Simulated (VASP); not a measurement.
Input of a VASP 6.6.1 run:

INCAR

```
SYSTEM = Al16N15
PREC     = Accurate       ! precision mode
ENCUT    = 450            ! plane-wave cutoff, eV
EDIFF    = 1E-5           ! SCF threshold, eV
ISMEAR   = 0              ! smearing method
SIGMA    = 0.03           ! smearing width, eV
LREAL    = Auto         
LASPH    = .True.         ! aspherical terms in the spheres
NELM     = 120            ! most SCF steps
ALGO     = Normal         ! electronic algorithm
ISIF     = 2              ! what is computed and relaxed
LWAVE    = .False.        ! write WAVECAR
LCHARG   = .False.        ! write CHGCAR
ISPIN    = 2              ! spin polarisation
MAGMOM   = 0.5 0 0 0 0 0 0 0 0.5 0 0.5 0 0.5 0 0 0 0 0 0 0 0 0 0 0 0 0 0 0 0 0 0 ! initial moments
LORBIT   = 11             ! projections on sites
NUPDOWN  = 2              ! fixed moment
NELECT   = 122.0        
ISYM     = 0            
KPAR     = 4
```

Contents of KPOINTS:

```
Automatic mesh
0
Gamma
  3 3 2
  0 0 0
```

File POSCAR:

```
Al16N15                                 
1.0
    6.2200008610      0.0000000000      0.0000000000
   -3.1100004305      5.3866787572      0.0000000000
    0.0000000000      0.0000000000      9.9600000000
  Al              N             
    16    15
Direct
     0.3327669280401301    0.1658860962109195    0.9804460127576140
     0.3325570308876734    0.1676327042835165    0.5018612580547341
     0.3349887854449865    0.6681570851403443    0.0004323427928380
     0.3348297044341156    0.6689412218953612    0.5012864046525874
     0.8318541224297509    0.1650045963006421    0.0006135509316190
     0.8315435379137784    0.1653592269758654    0.5013665953000853
     0.8313908408278848    0.6680789200897252    0.0001560715386786
     0.8312342337883656    0.6688445440948292    0.5012778661419356
     0.1600864637069664    0.3408630478631528    0.2532391800838067
     0.1651290497275853    0.3351179109318387    0.7486667767710568
     0.1588906244110944    0.8224217107184898    0.2525661636197313
     0.1647313848807677    0.8312450390475609    0.7483058265157558
     0.6781946528836506    0.3419821252195586    0.2530057950888471
     0.6684251887231788    0.3348275430673684    0.7484629347339732
     0.6655672321498014    0.8345229906497582    0.2520838634805276
     0.6660850804967177    0.8338422569392857    0.7504863440831788
     0.3326580368002692    0.1671097005616106    0.6935495686680430
     0.3332122215100876    0.6687214010929062    0.1907816737776797
     0.3330483078286187    0.6673275581906066    0.6913690561457237
     0.8318184946853940    0.1672681399295990    0.1909578158550617
     0.8327041547325678    0.1669481752159172    0.6915231422682002
     0.8317722857236572    0.6688986820386439    0.1904247150496647
     0.8323830511697097    0.6671884196245969    0.6913163121427105
     0.1663856163980750    0.3340275184623704    0.4416149076147303
     0.1655791985812975    0.3344813283704393    0.9422883537780410
     0.1662695478942265    0.8353563228674635    0.4411747033526858
     0.1646321554916564    0.8307537613674900    0.9412305120546919
     0.6649675123199921    0.3338234772364013    0.4415818672856974
     0.6682158190025697    0.3346068619960963    0.9416924620632647
     0.6658702305024934    0.8344252668791436    0.4416625099432177
     0.6661275066129133    0.8339263667385010    0.9414894134536188
```

Potentials or basis: VASP PAW LDA potentials, release 64 (Al, N).

Run with:

```sh
$ cat potpaw_LDA.64/Al/POTCAR potpaw_LDA.64/N/POTCAR > POTCAR
$ mpirun -np 4 vasp_std > vasp.out
```

Q: Estimate the largest force.

A: 0.123 eV/Å.

Forces in eV/Å, atoms in the order of the input:
```
Al  -0.003  0.014 -0.086
Al  -0.005  0.005  0.012
Al  -0.007  0.002 -0.002
Al  -0.001 -0.008  0.004
Al  -0.008  0.006 -0.009
Al  -0.005  0.011  0.013
Al   0.008  0.003  0.000
Al   0.021 -0.009  0.015
Al  -0.101  0.056  0.043
Al  -0.008 -0.011  0.008
Al   0.014 -0.106  0.044
Al  -0.006  0.001 -0.004
Al   0.101  0.029  0.048
Al  -0.010  0.012  0.000
Al  -0.001  0.015  0.019
Al  -0.004  0.007  0.028
N    0.002 -0.002 -0.013
N   -0.011 -0.019 -0.009
N    0.000 -0.004 -0.009
N    0.005  0.025  0.004
N    0.013  0.001 -0.013
N    0.021 -0.020 -0.007
N    0.001  0.004 -0.011
N   -0.002 -0.006  0.009
N    0.010 -0.018 -0.032
N    0.001 -0.003  0.013
N   -0.005  0.018 -0.013
N    0.010  0.006 -0.009
N   -0.017 -0.009 -0.024
N   -0.005 -0.002 -0.010
N   -0.007  0.000 -0.008
```

Caveat: the k mesh is coarse (spacing up to 0.39 Å⁻¹), so the values aren't converged; the total moment is fixed, so each spin has its own Fermi level.
